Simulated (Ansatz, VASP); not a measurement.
Pt in VASP and in Ansatz

```
Pt
1.0
     0.00000    2.63531    2.63531
     2.63531    0.00000    2.63531
     2.63531    2.63531    0.00000
Pt
2
Direct
  0.87500 0.87500 0.87500
  0.12500 0.12500 0.12500
```

Change from the starting cell: volume scaled by 0.76, LAPW.

Alike in both runs: task single point; functional PBE; k mesh 14 × 14 × 14; occupations fermi-dirac, width 0.05 eV; no spin polarisation.

|  | VASP | Ansatz |
| --- | --- | --- |
| version | VASP 6.6.1 | Ansatz 0.2.0 |
| potentials or method | VASP PAW PBE potentials, release 64 (Pt), cutoff 520 eV | all-electron LAPW, scalar-relativistic |

|  | VASP | Ansatz | Ansatz less VASP |
| --- | --- | --- | --- |
| pressure (GPa) | 63.0 | 65.3 | +2.35 |

Ansatz ran all-electron here, so the differences hold the error of VASP's frozen core and of both bases.

Caveats: the cell as given lies far from equilibrium; so large a pressure means that the cell lies far from this level's equilibrium, or that cutoff or potentials fall short (VASP). Spin-orbit coupling is left out, which matters for the levels of Pt.
